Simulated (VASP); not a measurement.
Runs of VASP 6.6.1 on BeTe. The structure is cubic, space group F-43m (No. 216). The conventional cell has a = 5.540 Å, b = 5.540 Å, c = 5.540 Å, α = 90.00°, β = 90.00°, γ = 90.00°. Be (site symmetry -43m) is surrounded by 4 Te at 2.40 Å. Around Te (site symmetry -43m) lie 4 Be at 2.40 Å. The cell was built by a generator and needn't be a form met in nature.

```csv
task,potentials or basis,cell,cutoff (eV),gap on the mesh (eV),pressure (GPa),relaxed volume (Å³/atom)
relaxation of cell and atoms,"VASP PAW LDA potentials, release 64 (Be, Te)",relaxed,600,1.78,0.0,21.51
single point,"VASP PAW LDA potentials, release 64 (Be, Te)","F-43m, 21.42 Å³/atom",520,1.77,0.3,-
relaxation of cell and atoms,"VASP PAW LDA potentials, release 64 (Be, Se)",relaxed,600,2.40,0.0,(a)
single point,"VASP PAW LDA potentials, release 64 (Be, Se)","F-43m, 16.4 Å³/atom",520,(b),0.3,-
```

Alike in all rows: level LDA; no spin polarisation; k mesh 4 × 4 × 4; smearing methfessel-paxton 0.01 eV.

Fill in the values left out.

(a) 16.46; (b) 2.39.

Caveats: spin-orbit coupling is left out, which moves the levels of the heavy elements (some runs).

A k mesh can miss the band edges, and the runs leave out spin-orbit coupling on Te.
